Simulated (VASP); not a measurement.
Write the native input for VASP 6.6.1 that does the following.

```
Task                   : single point
Functional             : PBEsol
Potentials or basis    : VASP PAW PBE potentials, release 64 (Si)
Cutoff                 : 520 eV
k mesh                 : 8 × 8 × 4
Occupations            : fermi-dirac, width 0.05 eV
Spin                   : no spin polarisation
Ladder                 : free
Further INCAR settings : ALGO = Normal; EDIFF = 1e-07; NBANDS = 16
```

The structure of Si lies in POSCAR:

```
Si
1.0
    3.8313174605      0.0000000000      0.0000000000
   -1.9156587303      3.3180182508      0.0000000000
    0.0000000000      0.0000000000      6.3326220002
Si
4
Direct
    0.6624090000      0.3337130000      0.9403250000
    0.3346860000      0.6586850000      0.4343140000
    0.6743670000      0.3454220000      0.5621860000
    0.3142490000      0.6473930000      0.0588250000
```

This isn't the form of Si at room conditions, which is diamond.

The cell isn't the ideal one: atoms moved at random, drawn with an rms of 0.05 Å.

The input as run:

INCAR

```
ALGO = Normal
EDIFF = 1E-7
ENCUT = 520
GGA = PS
ISIF = 2
ISMEAR = -1
LASPH = True
LCHARG = True
LELF = True
LREAL = False
LVHAR = True
LWAVE = False
NBANDS = 16
NELM = 60
PREC = Accurate
SIGMA = 0.05
```

KPOINTS

```
k-points
0
Gamma
  8 8 4
```

Potentials or basis: VASP PAW PBE potentials, release 64 (Si).

Command:

```console
$ cat potpaw_PBE.64/Si/POTCAR > POTCAR
$ mpirun -np 1 vasp_std > vasp.out
```

It gave:

```json
{
 "Pressure": "-0.1 GPa",
 "Largest force": "0.971 eV/Å",
 "Band gap on the k mesh": "none (metal or under the smearing width)"
}
```

Caveat: the PAW data sets were made with another functional, which shifts forces and pressure a little.

Run time: 52 s on 1 thread of Intel(R) Xeon(R) Platinum 8559C (Emerald Rapids), on a shared host, peak memory 0.25 GiB.
